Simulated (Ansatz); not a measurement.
**BN: energy against volume in PBE, exact exchange and the RPA**

One table from this session's results is given with a row withheld; the runs are named, their logs left out.

The COD entry's cell or inner coordinates are ideal or old and differ from later refinements, so a difference from it is no clean test against experiment.

The runs shown are made with Ansatz 0.2.0. PBE orbitals, norm-conserving pseudopotentials, plane waves. (Simulation; spin polarisation is off.)

## Starting point

The cell was relaxed beforehand with r2SCAN; volume changes: +0 %, -5 %, +5 %, -10 %, +10 %.

The symmetry is P6_3mc (No. 186, hexagonal); conventional cell a = 2.544 Å, c = 4.208 Å, 5.90 Å³ an atom. Near B stand 4 N at 1.56–1.58 Å; near N stand 4 B at 1.56–1.58 Å.

As a file:

```xyz
4
Lattice="2.5439 0.0000 0.0000 -1.2720 2.2031 0.0000 0.0000 0.0000 4.2078" Properties=species:S:1:pos:R:3 pbc="T T T"
B     1.2720    0.7344    0.0009
B     0.0000    1.4687    2.1048
N     1.2720    0.7344    1.5771
N     0.0000    1.4687    3.6810
```

The first run:

The input, input.yaml:

```yaml
crystal:
  lattice:
    - [2.5439493101, 0.0, 0.0]
    - [-1.271974655, 2.2031247285, 0.0]
    - [0.0, 0.0, 4.2078167837]
  atoms:
    - { symbol: B, position: [0.6666666667, 0.3333333333, 0.0002035745] }
    - { symbol: B, position: [0.3333333333, 0.6666666667, 0.5002035745] }
    - { symbol: "N", position: [0.6666666667, 0.3333333333, 0.3747964255] }
    - { symbol: "N", position: [0.3333333333, 0.6666666667, 0.8747964255] }
kpoints:
  mp_grid: { grid: [6, 6, 4] }
hamiltonian:
  xc: pbe
  pseudopotentials: { kind: nc }
scf:
  occupations: { method: fixed }
output:
  rpa_energy:
    ecut_chi_ladder: [217, 244, 270, 300, 329]
    long_wavelength: optical_limit
basis:
  ecutwfc: 1240.0
```

Among the steps run: The unscaled cell; Volume -5 %; Volume +5 %; Volume -10 %; Volume +10 %.

One of the session's tables, all rows but one given; the rest of the session is left out.

Energies in meV/atom from the unscaled cell:

```
volume (Å³/atom)    PBE  exact exchange  EXX+RPA  RPA correlation
           5.306  102.1            65.0     93.1             28.2
           5.601      ?               ?        ?                ?
           5.896    0.0             0.0      0.0              0.0
           6.191    7.7            30.1     11.9            -18.2
           6.485   43.9            90.9     52.9            -38.0
```

Estimate the missing values for volume (Å³/atom) = 5.601.

Worked estimate for «PBE». A straight line through the neighbours (5.306, 102.1) and (5.896, 0.0) gives 102.1 + (0.0 − 102.1) × (5.601 − 5.306) / (5.896 − 5.306) = 51.0; a parabola fitted to 3 rows on both sides gives 31.5.

As computed: PBE: 28.3; exact exchange: 8.2; EXX+RPA: 24.1; RPA correlation: 15.9. In «PBE» the line misses by +22.7 and the parabola by +3.2.
